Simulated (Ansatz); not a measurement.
**Sn: single point with r2SCANh**

Crystal: Sn.

```xyz
1
Lattice="-1.6664 1.7078 2.1828 1.7939 -1.8589 2.3917 1.6937 1.8854 -2.2976" Properties=species:S:1:pos:R:3 pbc="T T T"
Sn    0.0000    0.0000    0.0000
```

This isn't the form of Sn at room conditions, which is tetragonal (white tin).

The cell isn't the ideal one: cell sheared at random, sigma 0.06, atoms nudged by 0.01 Å.

| Quantity | Value |
| --- | --- |
| Program | Ansatz 0.2.0 |
| Task | single point |
| Functional | r2SCANh |
| Potentials or basis | Ansatz PAW |
| Cutoff | 500 eV (not typed: the program's choice for these potentials) |
| k mesh | 5 × 5 × 5 |
| Occupations | fermi-dirac, width 0.05 eV |
| Spin | no spin polarisation |

The pressure is -2.7 GPa and the band gap on the k mesh is none (metal or under the smearing width).

Stress tensor (GPa, compression positive):
```
-2.00  1.31 -0.04
 1.31 -5.37  1.00
-0.04  1.00 -0.66
```

Levels at points of the mesh, in eV from the Fermi level:
```
           k point  band 5  band 6  band 7  band 8  band 9  band 10
(0.00, 0.00, 0.00)  -23.04  -11.83    7.18    8.24    9.47    11.42
```

Wall time 60 s on 2 threads of Intel(R) Xeon(R) Processor @ 2.50GHz (Skylake/Cascade Lake), on a shared host, peak memory 0.96 GiB.

Caveat: the k mesh is coarse (spacing up to 0.50 Å⁻¹), so the values aren't converged, least of all with exact exchange; the PAW data sets come from PBE, with cores solved anew for the run's functional, which leaves a small shift of forces and pressure; the thresholds are loose for stress.
